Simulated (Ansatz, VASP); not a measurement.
**HfC: programs and potentials compared**

The starting cell:

```xyz
2
Lattice="0.0000 2.3250 2.3250 2.3250 0.0000 2.3250 2.3250 2.3250 0.0000" Properties=species:S:1:pos:R:3 pbc="T T T"
Hf    2.3250    2.3250    2.3250
C     0.0000    0.0000    0.0000
```

Alike in all runs: task relaxation of cell and atoms; functional PBEsol; dispersion D4; k mesh 10 × 10 × 10; occupations fermi-dirac, width 0.05 eV; no spin polarisation; no spin-orbit coupling.

| program and potentials | plane-wave cutoff (eV) | notes | equilibrium volume (Å³/atom) |
| --- | --- | --- | --- |
| Ansatz, Ansatz PAW | 420 | potentials made for PBE, which Ansatz adapts in part; 15 valence electrons an atom on average | 12.12 |
| Ansatz, all-electron LAPW, scalar-relativistic | - | - | 12.13 |
| VASP, PBE PAW files C, Hf_pv, 600 eV | 600 | potentials made for PBE; 7 valence electrons an atom on average | 12.11 |

The equilibrium volume spans 12.11 (VASP, PBE PAW files C, Hf_pv, 600 eV) to 12.13 Å³/atom (Ansatz, all-electron LAPW, scalar-relativistic), with all-electron results at 12.13. Relaxations stop with a little pressure left, so the last digit of a volume isn't settled.

The functional is the same throughout but for its coding, so the spread measures potentials, basis and numerics; runs on potential files found faulty are left out.
